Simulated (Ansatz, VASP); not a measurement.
One calculation of Ga, two programs

```
Ga
1.0
     0.00000    3.02515    3.02515
     3.02515    0.00000    3.02515
     3.02515    3.02515    0.00000
Ga
2
Cartesian
  0.7563 0.7563 0.7563
  5.2940 5.2940 5.2940
```

Alike in both runs: task single point; functional RPBE; k mesh 10 × 10 × 10; occupations fermi-dirac, width 0.1 eV; no spin polarisation.

|  | VASP | Ansatz |
| --- | --- | --- |
| version | VASP 6.6.1 | Ansatz 0.2.0 |
| potentials or method | VASP PAW PBE potentials, release 64 (Ga_d) | plane waves (420 eV) with PAW, scalar-relativistic |
| plane-wave cutoff (eV) | 520 | 420 |
| valence electrons in the cell | 26 | 26 |

|  | VASP | Ansatz | Ansatz less VASP |
| --- | --- | --- | --- |
| pressure (GPa) | -0.9 | -1.1 | -0.13 |

The functional is the same, so the differences come from potentials, cutoffs and numerics.

Caveats: the PAW data sets were made with another functional, which shifts forces and pressure a little (VASP).
